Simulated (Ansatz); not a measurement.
Set up this calculation in Ansatz 0.2.0, as the native input.

- Task: density of states
- Functional: PBEsol
- Potentials or basis: all-electron LAPW, scalar-relativistic
- Cutoff: 280 eV (chosen from the basis error)
- Basis error allowed: 0.002 eV/atom
- k mesh: 12 × 12 × 12
- Occupations: fermi-dirac, width 0.05 eV
- Spin: collinear spin, ferromagnetic start
- Starting moments: [1.0, 1.0, 1.0, 0.0] μB
- Hubbard terms: Ni d U = 2 eV

SiNi3:

```xyz
4
Lattice="1.2928 0.7464 7.6620 -1.2928 0.7464 7.6620 0.0000 -1.4928 7.6620" Properties=species:S:1:pos:R:3 pbc="T T T"
Ni    0.0000    0.0000    5.8553
Ni    0.0000    0.0000   11.4930
Ni    0.0000    0.0000   17.1307
Si    0.0000    0.0000    0.0000
```

The cell comes from a database or a generator and needn't be the stable form of this composition.

One way to write it, as run:

input.yaml

```yaml
crystal:
  lattice:
    - [1.2928041287, 0.7464008117, 7.661989331]
    - [-1.2928041287, 0.7464008117, 7.661989331]
    - [0.0, -1.4928016234, 7.661989331]
  atoms:
    - { symbol: Ni, position: [0.254733, 0.254733, 0.254733], spin: 1.0 }
    - { symbol: Ni, position: [0.5, 0.5, 0.5], spin: 1.0 }
    - { symbol: Ni, position: [0.745267, 0.745267, 0.745267], spin: 1.0 }
    - { symbol: Si, position: [0.0, 0.0, 0.0] }
kpoints:
  mp_grid: { grid: [12, 12, 12] }
scf:
  occupations: { method: fermi_dirac, width: 0.05 }
hamiltonian:
  xc: pbesol
  pseudopotentials: { kind: all_electron, lapw: { basis_error: 0.002 } }
  hubbard:
    sites: [{ species: Ni, l: d, u_eff: 2 }]
    double_counting: fll
    projectors: ortho-atomic
magnetization:
  spin_polarized: true
output:
  forces: true
  stress: true
  eigenvalues: true
  dos: { projected: false, de: 0.1, e_range: [-14, 6] }
```

Potentials or basis: all-electron LAPW, scalar-relativistic.

Run with:

```sh
$ ansatz run input.yaml --threads 4 --pin off --max-ram 12288MiB --backend cpu --events-out ev --progress --plain --runs-dir out
```

It gave:

```json
{
 "Pressure": "-6.2 GPa",
 "Largest force": "0.108 eV/Å",
 "Band gap on the k mesh": "none (metal or under the smearing width)",
 "Net moment": "0.82 μB per cell",
 "Absolute moment": "0.99 μB per cell",
 "Site moments": "Ni +0.14, +0.58; Si -0.00 μB"
}
```

Caveat: the magnetic state may not be the lowest; U is the effective U less J, on atomic orbitals that reach past the spheres; the U is typed as a test and isn't derived for this compound.

Run time: 8.7 min on 4 threads of Intel(R) Xeon(R) Processor @ 2.50GHz (Skylake/Cascade Lake) (shared host), peak memory 2 GiB.
